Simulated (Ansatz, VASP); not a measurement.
## Two plane-wave programs on TaN

Contents of INCAR:

```
SYSTEM = TaN
  ALGO = Normal
  EDIFF = 1E-6
  ENCUT = 520
  GGA = PE
  ISIF = 2
  ISMEAR = -1
  LASPH = .True.
  LCHARG = .False.
  LREAL = .False.
  LWAVE = .False.
  NBANDS = 15
  NELM = 100
  PREC = Accurate
  SIGMA = 0.05
```

The input KPOINTS:

```
k-points
0
Gamma
  9 9 9
  0 0 0
```

Contents of POSCAR:

```
TaN
1.0
    0.0000000000      2.2113230000      2.2113230000
    2.2113230000      0.0000000000      2.2113230000
    2.2113230000      2.2113230000      0.0000000000
Ta N
1 1
Direct
    0.5000000000      0.5000000000      0.5000000000
    0.0000000000      0.0000000000      0.0000000000
```

File input.yaml:

```yaml
crystal:
  lattice:
    - [0.0, 2.211323, 2.211323]
    - [2.211323, 0.0, 2.211323]
    - [2.211323, 2.211323, 0.0]
  atoms:
    - { symbol: Ta, position: [0.5, 0.5, 0.5] }
    - { symbol: "N", position: [0.0, 0.0, 0.0] }
hamiltonian:
  xc: pbe
  pseudopotentials: { kind: paw }
kpoints:
  mp_grid: { grid: [9, 9, 9] }
  band_path:
    path:
      - [[0.0, 0.0, 0.0], [0.5, 0.0, 0.5], [0.5, 0.25, 0.75], [0.375, 0.375, 0.75], [0.0, 0.0, 0.0], [0.5, 0.5, 0.5], [0.625, 0.25, 0.625], [0.5, 0.25, 0.75], [0.5, 0.5, 0.5], [0.375, 0.375, 0.75]]
      - [[0.625, 0.25, 0.625], [0.5, 0.0, 0.5]]
    npoints: 14
scf:
  occupations: { method: fermi_dirac, width: 0.05 }
  n_extra_bands: 6
output:
  forces: true
  stress: true
  eigenvalues: true
  fatbands: false
  write_density: true
  write_potential: true
  elf: true
  volumetric_format: npy
```

The cell comes from a database or a generator and needn't be the stable form of this composition.

Alike in both runs: functional PBE; k mesh 9 × 9 × 9; occupations fermi-dirac, width 0.05 eV; no spin polarisation.

|  | VASP | Ansatz |
| --- | --- | --- |
| version | VASP 6.6.1 | Ansatz 0.2.0 |
| potentials or method | VASP PAW PBE potentials, release 64 (Ta_pv, N) | Ansatz PAW |
| plane-wave cutoff (eV) | 520 | 420 |
| valence electrons in the cell | 16 | 18 |
| task | single point | band structure |

```tsv
	VASP	Ansatz	Ansatz less VASP
gap on the k mesh at the Fermi level (eV)	none	none	-
pressure (GPa)	-0.5	-1.3	-0.76
```

A gap of «none» marks a metal or a gap that the smearing closes. The functional is the same, so the differences come from potentials, cutoffs and numerics. The two sets of potentials don't hold the same shells in valence.

Caveats: the pressure holds a Pulay correction of +0.5 GPa for the finite cutoff (Ansatz); spin-orbit coupling is left out, which moves the levels of the heavy elements (Ansatz). The runs have no spin-orbit coupling, so splittings on Ta are missing.
